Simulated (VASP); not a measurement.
# SnSe in VASP: further runs

One slab, SnSe, is run at these levels: PBEsol, r2SCAN; tasks: single point.

All numbers are computed with VASP 6.6.1; they aren't measurements. Logs are shortened: lines on timing, memory, paths and dates and some standing lists are left out, and cuts for length are marked.

## 1. Starting point

The cell holds a slab with vacuum, 4 atoms: a = 4.234 Å, b = 4.234 Å, c = 11.004 Å, α = 90.00°, β = 90.00°, γ = 90.00°.

## 2. Single point, PBEsol

File INCAR:

```
PREC     = Accurate       # precision mode
ENCUT    = 520            # plane-wave cutoff, eV
EDIFF    = 1E-7           # SCF threshold, eV
ISMEAR   = 0              # smearing method
SIGMA    = 0.5            # smearing width, eV
LREAL    = False          # projectors in reciprocal space
LASPH    = True           # aspherical terms in the spheres
NELM     = 60             # most SCF steps
ALGO     = Normal         # electronic algorithm
ISIF     = 2              # what is computed and relaxed
LWAVE    = False          # write WAVECAR
LCHARG   = False          # write CHGCAR
GGA      = PS             # functional
NBANDS   = 28             # bands
```

File KPOINTS:

```
regular mesh
0
Gamma
  6 6 4
```

File POSCAR:

```
SnSe
1.0
    4.2336300000      0.0000000000      0.0000000000
    0.0000000000      4.2336300000      0.0000000000
    0.0000000000      0.0000000000     11.0038100000
Sn Se
2 2
Direct
    0.5000000000      0.0000000000      0.3783800000
    0.0000000000      0.5000000000      0.6216200000
    0.5000000000      0.0000000000      0.6232000000
    0.0000000000      0.5000000000      0.3768000000
```

Potentials or basis: VASP PAW PBE potentials, release 64 (Sn_d, Se).

Started as:

```
$ cat potpaw_PBE.64/Sn_d/POTCAR potpaw_PBE.64/Se/POTCAR > POTCAR
$ mpirun -np 1 vasp_std > vasp.out
```

OUTCAR:

```text
PREC = Accurate
   ENCUT = 520
   EDIFF = 1E-7
   ISMEAR = 0
   LREAL = False
   LASPH = True
   NELM = 60
   ISIF = 2
   GGA = PS

 ion  position               nearest neighbor table
   1  0.500  0.000  0.378-   3 2.69   4 2.99   4 2.99   4 2.99   4 2.99
   2  0.000  0.500  0.622-   4 2.69   3 2.99   3 2.99   3 2.99   3 2.99
   3  0.500  0.000  0.623-   1 2.69   2 2.99   2 2.99   2 2.99   2 2.99
   4  0.000  0.500  0.377-   2 2.69   1 2.99   1 2.99   1 2.99   1 2.99

  LATTYP: Found a simple tetragonal cell.
 ALAT       =     4.2336300000
 C/A-ratio  =     2.5991430522

  Lattice vectors:

 A1 = (   4.2336300000,   0.0000000000,   0.0000000000)
 A2 = (   0.0000000000,   4.2336300000,   0.0000000000)
 A3 = (   0.0000000000,   0.0000000000,  11.0038100000)

Analysis of symmetry for initial positions (statically):
=====================================================================
 Subroutine PRICEL returns:
 Original cell was already a primitive cell.

 Routine SETGRP: Setting up the symmetry group for a
 simple tetragonal supercell.

 Subroutine GETGRP returns: Found 16 space group operations
 (whereof  8 operations were pure point group operations)
 out of a pool of 16 trial point group operations.

The static configuration has the point symmetry D_2d.
 The point group associated with its full space group is D_4h.

Analysis of symmetry for dynamics (positions and initial velocities):
=====================================================================
 Subroutine PRICEL returns:
 Original cell was already a primitive cell.

 Routine SETGRP: Setting up the symmetry group for a
 simple tetragonal supercell.

 Subroutine GETGRP returns: Found 16 space group operations
 (whereof  8 operations were pure point group operations)
 out of a pool of 16 trial point group operations.

The dynamic configuration has the point symmetry D_2d.
 The point group associated with its full space group is D_4h.

 Subroutine INISYM returns: Found 16 space group operations
 (whereof  8 operations are pure point group operations),
 and found     1 'primitive' translations

----------------------------------------------------------------------------------------

                                     Primitive cell

  volume of cell :     197.2281

  direct lattice vectors                    reciprocal lattice vectors
     4.233630000  0.000000000  0.000000000     0.236203920  0.000000000  0.000000000
     0.000000000  4.233630000  0.000000000     0.000000000  0.236203920  0.000000000
     0.000000000  0.000000000 11.003810000     0.000000000  0.000000000  0.090877614

  length of vectors
     4.233630000  4.233630000 11.003810000     0.236203920  0.236203920  0.090877614

  position of ions in fractional coordinates (direct lattice)
     0.500000000  0.000000000  0.378380000
     0.000000000  0.500000000  0.621620000
     0.500000000  0.000000000  0.623200000
     0.000000000  0.500000000  0.376800000

  ion indices of the primitive-cell ions
   primitive index   ion index
                 1           1
                 2           2
                 3           3
                 4           4

----------------------------------------------------------------------------------------

 KPOINTS: regular mesh

Automatic generation of k-mesh.
 Grid dimensions read from file:
 generate k-points for:    6    6    4

 Generating k-lattice:

  Cartesian coordinates                     Fractional coordinates (reciprocal lattice)
     0.039367320  0.000000000  0.000000000     0.166666667  0.000000000  0.000000000
     0.000000000  0.039367320  0.000000000     0.000000000  0.166666667  0.000000000
     0.000000000  0.000000000  0.022719404     0.000000000  0.000000000  0.250000000

  Length of vectors
     0.039367320  0.039367320  0.022719404

  Shift w.r.t. Gamma in fractional coordinates (k-lattice)
     0.000000000  0.000000000  0.000000000

 Subroutine IBZKPT returns following result:
 ===========================================

 Found     30 irreducible k-points:

 Following reciprocal coordinates:
            Coordinates               Weight
  0.000000  0.000000  0.000000      1.000000
  0.166667  0.000000  0.000000      4.000000
  0.333333  0.000000  0.000000      4.000000
  0.500000  0.000000  0.000000      2.000000
  0.166667  0.166667  0.000000      4.000000
  0.333333  0.166667  0.000000      8.000000
[... 16 lines left out ...]
  0.333333  0.000000  0.500000      4.000000
  0.500000  0.000000  0.500000      2.000000
 [... further k-points ...]
   k-points           NKPTS =     30   k-points in BZ     NKDIM =     30   number of bands    NBANDS=     28
   number of dos      NEDOS =    301   number of ions     NIONS =      4
   total plane-waves  NPLWV =  86016
   dimension x,y,z NGX =    32 NGY =   32 NGZ =   84
   dimension x,y,z NGXF=    64 NGYF=   64 NGZF=  168
   ions per type =               2   2
   NGX,Y,Z   is equivalent  to a cutoff of  12.57, 12.57, 12.69 a.u.
   NGXF,Y,Z  is equivalent  to a cutoff of  25.13, 25.13, 25.38 a.u.
 SYSTEM =  unknown system
   PREC   = accura    normal or accurate (medium, high low for compatibility)
   ISTART =      0    job   : 0-new  1-cont  2-samecut
   ICHARG =      2    charge: 1-file 2-atom 10-const
   ISPIN  =      1    spin polarized calculation?
   LNONCOLLINEAR =      F non collinear calculations
   LSORBIT =      F    spin-orbit coupling
   LASPH  =      T    aspherical Exc in radial PAW
   ENCUT  =  520.0 eV  38.22 Ry    6.18 a.u.   7.87  7.87 20.46*2*pi/ulx,y,z
   NELM   =     60;   NELMIN=  2; NELMDL= -5     # of ELM steps
   EDIFF  = 0.1E-06   stopping-criterion for ELM
   LREAL  =      F    real-space projection
   EDIFFG = 0.1E-05   stopping-criterion for IOM
   NSW    =      0    number of steps for IOM
   IBRION =     -1    ionic relax: 0-MD 1-quasi-New 2-CG
   NFREE  =      0    steps in history (QN), initial steepest desc. (CG)
   ISIF   =      2    stress and relaxation
   ISYM   =      2    0-nonsym 1-usesym 2-fastsym
   POTIM  = 0.5000    time-step for ionic-motion
   TEBEG  =    0.0;   TEEND  =   0.0 temperature during run
   PSTRESS=    0.0 pullay stress
   NELECT =      40.0000    total number of electrons
   NUPDOWN=      -1.0000    fix difference up-down
   EMIN   =  10.00;   EMAX   =-10.00  energy-range for DOS
   EFERMI =   0.00;   METHOD = LEGACY
   ISMEAR =     0;   SIGMA  =   0.50  broadening in eV -4-tet -1-fermi 0-gaus
   EFERMI_NEDOS =   21; number of points for ismear=-14 and -15
   IALGO  =     38    algorithm
   IMIX   =      4    mixing-type and parameters
     AMIX     =   0.40;   BMIX     =  1.00
     AMIX_MAG =   1.60;   BMIX_MAG =  1.00
  volume/ion in A,a.u.               =      49.31       332.74
  Fermi-wavevector in a.u.,A,eV,Ry     =   0.961845  1.817624 12.587379  0.925146
  Thomas-Fermi vector in A             =   2.091253
   LORBIT       =      0    0 simple, 1 ext, 2 COOP (PROOUT), +10 PAW based schemes
   GGA     = PS    functional components
   LHFCALC =     F    Hartree Fock is set to
   AEXX    =    0.0000 exact exchange contribution
   IVDW    =     0    specifies the selected vdW correction
   LEPSILON=     F    determine dielectric tensor
   LRPA    =     F    only Hartree local field effects (RPA)
 non-spin polarized calculation
 Gauss-broadening in eV      SIGMA  =   0.50
  energy-cutoff  :      520.00
  volume of cell :      197.23
 maximum number of plane-waves:      5340
 NGX is ok and might be reduce to    32
   NGX = 15   NGY = 15   NGZ = 41

 number of electron      40.0000009 magnetization

 Free energy of the ion-electron system (eV)
  ---------------------------------------------------
  ext. energy  EPLUGINS =         0.00000000
  ---------------------------------------------------
  free energy    TOTEN  =       -17.60246646 eV

  energy without entropy =      -17.58016596  energy(sigma->0) =      -17.59131621

 E-fermi :   1.4522     XC(G=0):  -6.1400

 val. band max:        0.7376458894   @ k =   0.3333   0.0000   0.5000
 cond. band min:       2.2197153926   @ k =   0.5000   0.0000   0.0000
 fundamental gap:      1.4820695032
 Fermi energy:         1.4522127236

 k-point     1 :       0.0000    0.0000    0.0000
  band No.  band energies     occupation
      1     -20.3025      2.00000
      2     -20.2894      2.00000
      3     -20.2828      2.00000
      4     -20.2814      2.00000
      5     -20.2725      2.00000
      6     -20.2665      2.00000
[... 20 lines left out ...]
     27       6.2890      0.00000
     28       6.4021      0.00000

 k-point     2 :       0.1667    0.0000    0.0000
  band No.  band energies     occupation
      1     -20.2983      2.00000
      2     -20.2860      2.00000
      3     -20.2848      2.00000
      4     -20.2794      2.00000
      5     -20.2767      2.00000
      6     -20.2667      2.00000
[... 20 lines left out ...]
     27       5.7706      0.00000
     28       6.0380      0.00000

 k-point     3 :       0.3333    0.0000    0.0000
  band No.  band energies     occupation
      1     -20.2900      2.00000
      2     -20.2884      2.00000
      3     -20.2842      2.00000
      4     -20.2783      2.00000
      5     -20.2773      2.00000
      6     -20.2668      2.00000
[... 20 lines left out ...]
     27       5.5647      0.00000
     28       7.2263      0.00000

 k-point     4 :       0.5000    0.0000    0.0000
  band No.  band energies     occupation
      1     -20.2889      2.00000
      2     -20.2889      2.00000
      3     -20.2825      2.00000
      4     -20.2825      2.00000
      5     -20.2696      2.00000
      6     -20.2696      2.00000
[... 20 lines left out ...]
     27       6.5240      0.00000
     28       6.5240      0.00000

 k-point     5 :       0.1667    0.1667    0.0000
  band No.  band energies     occupation
      1     -20.2960      2.00000
      2     -20.2877      2.00000
      3     -20.2831      2.00000
      4     -20.2782      2.00000
      5     -20.2769      2.00000
      6     -20.2668      2.00000
[... 20 lines left out ...]
     27       5.5148      0.00000
     28       6.8737      0.00000

 k-point     6 :       0.3333    0.1667    0.0000
  band No.  band energies     occupation
      1     -20.2952      2.00000
      2     -20.2933      2.00000
      3     -20.2792      2.00000
      4     -20.2746      2.00000
      5     -20.2742      2.00000
      6     -20.2666      2.00000
[... 463 lines left out ...]
      5     -20.2725      2.00000
      6     -20.2665      2.00000
[... 20 lines left out ...]
     27       6.2857      0.00000
     28       6.4021      0.00000

 k-point    22 :       0.1667    0.0000    0.5000
  band No.  band energies     occupation
      1     -20.2983      2.00000
      2     -20.2860      2.00000
      3     -20.2848      2.00000
      4     -20.2794      2.00000
      5     -20.2767      2.00000
      6     -20.2667      2.00000
[... 20 lines left out ...]
     27       5.7544      0.00000
     28       6.0395      0.00000

 k-point    23 :       0.3333    0.0000    0.5000
  band No.  band energies     occupation
      1     -20.2900      2.00000
      2     -20.2884      2.00000
      3     -20.2842      2.00000
      4     -20.2783      2.00000
      5     -20.2773      2.00000
      6     -20.2668      2.00000
[... 20 lines left out ...]
     27       6.2142      0.00000
     28       6.9977      0.00000

 k-point    24 :       0.5000    0.0000    0.5000
  band No.  band energies     occupation
      1     -20.2889      2.00000
      2     -20.2889      2.00000
      3     -20.2825      2.00000
      4     -20.2825      2.00000
      5     -20.2696      2.00000
      6     -20.2696      2.00000
[... 20 lines left out ...]
     27       7.0231      0.00000
     28       7.0231      0.00000

 [... further k-points ...]

------------------------ aborting loop because EDIFF is reached ----------------------------------------

  FORCE on cell =-STRESS in cart. coord.  units (eV):
  Direction    XX          YY          ZZ          XY          YZ          ZX
  --------------------------------------------------------------------------------------
  -------------------------------------------------------------------------------------
  Total       -0.0293383     -0.0293383     -0.0112908      0.0000000      0.0000000      0.0000000
  in kB       -0.2383288     -0.2383288     -0.0917203      0.0000000      0.0000000      0.0000000
  external PRESSURE =      -0.1894593 kB  Pullay stress =       0.0000000 kB

 VOLUME and BASIS-vectors are now :
 -----------------------------------------------------------------------------
  energy-cutoff  :      520.00
  volume of cell :      197.23
      direct lattice vectors                 reciprocal lattice vectors
     4.233630000  0.000000000  0.000000000     0.236203920  0.000000000  0.000000000
     0.000000000  4.233630000  0.000000000     0.000000000  0.236203920  0.000000000
     0.000000000  0.000000000 11.003810000     0.000000000  0.000000000  0.090877614

 POSITION                                       TOTAL-FORCE (eV/Angst)
 -----------------------------------------------------------------------------------
      2.11681      0.00000      4.16362         0.000000      0.000000     -0.002985
      0.00000      2.11681      6.84019        -0.000000      0.000000      0.002985
      2.11681      0.00000      6.85757         0.000000      0.000000      0.004227
      0.00000      2.11681      4.14624        -0.000000     -0.000000     -0.004227
 -----------------------------------------------------------------------------------
    total drift:                                0.000000      0.000000      0.000000

  FREE ENERGIE OF THE ION-ELECTRON SYSTEM (eV)
  ---------------------------------------------------
  free  energy   TOTEN  =       -17.6024664594 eV

  energy  without entropy=      -17.5801659578  energy(sigma->0) =      -17.59131621
```

Run time: 2.1 min. Hardware: 1 thread of Intel Xeon Platinum 8488C (Sapphire Rapids), shared host; peak memory 0.36 GiB.

Results:

| Property | Result |
| --- | --- |
| Free energy | -17.6025 eV |
| Largest force | 0.004 eV/Å |
| Band gap on the k mesh | 1.48 eV, indirect (least direct gap 1.53 eV) |

Forces in eV/Å, atoms in the order of the input:
```
Sn   0.000  0.000 -0.003
Sn   0.000  0.000  0.003
Se   0.000  0.000  0.004
Se   0.000  0.000 -0.004
```

Caveat: the PAW data sets were made with another functional, which shifts forces and pressure a little; spin-orbit coupling is left out, which moves the levels of the heavy elements.

## 3. Single point, PBEsol

INCAR: that of step 2 with these lines changed.

```diff
@@ -1,6 +1,6 @@
 PREC     = Accurate       # precision mode
-ENCUT    = 520            # plane-wave cutoff, eV
+ENCUT    = 900            # plane-wave cutoff, eV
 EDIFF    = 1E-7           # SCF threshold, eV
 ISMEAR   = 0              # smearing method
-SIGMA    = 0.5            # smearing width, eV
+SIGMA    = 0.02           # smearing width, eV
 LREAL    = False          # projectors in reciprocal space
```

KPOINTS is that of step 2.

POSCAR is that of step 2.

Potentials or basis: VASP PAW PBE potentials, release 64 (Sn_d, Se).

Started as:

```
$ cat potpaw_PBE.64/Sn_d/POTCAR potpaw_PBE.64/Se/POTCAR > POTCAR
$ mpirun -np 1 vasp_std > vasp.out
```

It took 5.8 min on 1 thread of Intel Xeon Platinum 8488C (Sapphire Rapids), shared host; peak memory 0.63 GiB.

Results (log left out):

| Property | Result |
| --- | --- |
| Free energy | -17.6004 eV |
| Band gap on the k mesh | 1.48 eV, indirect (least direct gap 1.53 eV) |

Levels at points of the mesh, in eV from the valence-band top:
```
           k point  band 18  band 19  band 20  band 21  band 22  band 23
(0.00, 0.00, 0.00)    -1.89    -1.89    -0.58     1.76     3.60     3.79
(0.50, 0.00, 0.00)    -1.59    -0.08    -0.08     1.48     1.48     2.00
(0.50, 0.50, 0.00)    -3.49    -1.77    -1.77     3.60     3.60     4.51
(0.00, 0.00, 0.50)    -1.89    -1.89    -0.58     1.61     3.60     4.69
(0.50, 0.00, 0.50)    -1.59    -0.08    -0.08     1.48     1.48     2.00
(0.50, 0.50, 0.50)    -3.49    -1.77    -1.77     3.57     3.57     4.55
```

Caveat: the PAW data sets were made with another functional, which shifts forces and pressure a little; spin-orbit coupling is left out, which moves the levels of the heavy elements.

## 4. Single point, r2SCAN

INCAR: that of step 3 with these lines changed.

```diff
@@ -1,3 +1,3 @@
 PREC     = Accurate       # precision mode
-ENCUT    = 900            # plane-wave cutoff, eV
+ENCUT    = 520            # plane-wave cutoff, eV
 EDIFF    = 1E-7           # SCF threshold, eV
@@ -12,3 +12,4 @@
 LCHARG   = False          # write CHGCAR
-GGA      = PS             # functional
+METAGGA  = R2SCAN         # meta-GGA
+LMIXTAU  = True         
 NBANDS   = 28             # bands
```

KPOINTS is that of step 3.

POSCAR is that of step 3.

Started as:

```
$ cat potpaw_PBE.64/Sn_d/POTCAR potpaw_PBE.64/Se/POTCAR > POTCAR
$ mpirun -np 1 vasp_std > vasp.out
```

Run time: 10 min. Hardware: 1 thread of Intel Xeon Platinum 8488C (Sapphire Rapids), shared host; peak memory 0.39 GiB.

Results (log left out):

```yaml
Free_energy: -79.5369 eV
Largest_force: 0.129 eV/Å
Band_gap_on_the_k_mesh: 1.72 eV, indirect (least direct gap 1.73 eV)
```

Forces in eV/Å, atoms in the order of the input:
```
Sn   0.000  0.000 -0.129
Sn   0.000  0.000  0.129
Se   0.000  0.000 -0.095
Se   0.000  0.000  0.095
```

Levels at points of the mesh, in eV from the valence-band top:
```
           k point  band 17  band 18  band 19  band 20  band 21  band 22  band 23  band 24
(0.00, 0.00, 0.00)    -3.39    -2.12    -2.12    -0.70     1.93     4.02     4.14     4.99
(0.50, 0.00, 0.00)    -1.81    -1.81    -0.02    -0.02     1.72     1.72     2.16     2.16
(0.50, 0.50, 0.00)    -3.71    -3.71    -1.97    -1.97     3.84     3.84     4.93     4.93
(0.00, 0.00, 0.50)    -3.39    -2.12    -2.12    -0.71     1.79     4.02     4.99     4.99
(0.50, 0.00, 0.50)    -1.81    -1.81    -0.02    -0.02     1.72     1.72     2.16     2.16
(0.50, 0.50, 0.50)    -3.71    -3.71    -1.97    -1.97     3.81     3.81     4.97     4.97
```

Caveat: the PAW data sets were made with another functional, which shifts forces and pressure a little; spin-orbit coupling is left out, which moves the levels of the heavy elements.

## 5. The runs side by side

| level | cutoff (eV) | smearing | gap on the mesh (eV) |
| --- | --- | --- | --- |
| PBEsol | 520 | gaussian 0.5 eV | 1.48 |
| PBEsol | 900 | gaussian 0.02 eV | 1.48 |
| r2SCAN | 520 | gaussian 0.02 eV | 1.72 |

Alike in all rows: task single point; potentials or basis VASP PAW PBE potentials, release 64 (Sn_d, Se); no spin polarisation; cell as given; k mesh 6 × 6 × 4.

On the cell as given the gap runs from 1.48 eV (PBEsol) to 1.72 eV (r2SCAN).

Caveats: the PAW data sets were made with another functional, which shifts forces and pressure a little; spin-orbit coupling is left out, which moves the levels of the heavy elements.

Total energies depend on the potentials used, so only differences within one code and one set of settings carry meaning.
